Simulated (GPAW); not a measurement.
Runs of GPAW 26.7.0 on AlN. Symmetry: F-43m, No. 216, cubic system. Conventional cell: a = 4.368 Å, b = 4.368 Å, c = 4.368 Å, α = 90.00°, β = 90.00°, γ = 90.00°. Al (site symmetry -43m) has 4 N at 1.89 Å as nearest neighbours. N (site symmetry -43m) has 4 Al at 1.89 Å as nearest neighbours. Measurements of this composition are mostly on another form, of space group No. 186.

| task | level | potentials or basis | cell | k mesh | cutoff (eV) | smearing | valence bands | conduction bands | integrate gamma | bse mode | direction | other keys | mesh quality | gap on the mesh (eV) | pressure (GPa) |
| --- | --- | --- | --- | --- | --- | --- | --- | --- | --- | --- | --- | --- | --- | --- | --- |
| single point | LDA | the program's PAW data sets (release 1.2.1) made for this functional, pw | as given | 8 × 8 × 8 | 650 | fermi-dirac 0.01 eV | - | - | - | - | - | - | not flagged | 3.22 | -6.5 |
| single point | PBE | GPAW PAW data sets (gpaw-data 1.2.1), pw | as given | 8 × 8 × 8 | 650 | fermi-dirac 0.01 eV | - | - | - | - | - | - | not flagged | 3.30 | (c) |
| single point | PBE | GPAW PAW data sets (gpaw-data 1.2.1), pw | as given | 8 × 8 × 8 | 600 | fermi-dirac 0.01 eV | - | - | - | - | - | - | not flagged | (b) | -0.5 |
| single point | PBE | GPAW PAW data sets (gpaw-data 1.2.1), pw | volume scaled by 0.96 | 9 × 9 × 9 | 600 | fermi-dirac 0.01 eV | - | - | - | - | - | - | not flagged | 3.50 | (a) |
| hybrid scf | r2SCAN-EpsX | GPAW PAW data sets (gpaw-data 1.2.1), pw | as given | 5 × 5 × 5 | 650 | fermi-dirac 0.001 eV | - | - | - | - | - | - | coarse | 6.21 | - |

Alike in all rows: no spin polarisation.

Problem. Estimate the missing entries.

Solution. (a) 8.8; (b) 3.31; (c) 2.4.

Caveats: some runs use coarse meshes; the cutoff is short for stress and forces, so pressures can be off by a GPa or more (some runs); an odd mesh through Γ misses points on the zone boundary, where band edges often lie (some runs); the scaled meta-GGA exchange is a class typed in the script (some runs); the PAW data sets were made with another functional, which shifts forces and pressure a little (some runs).
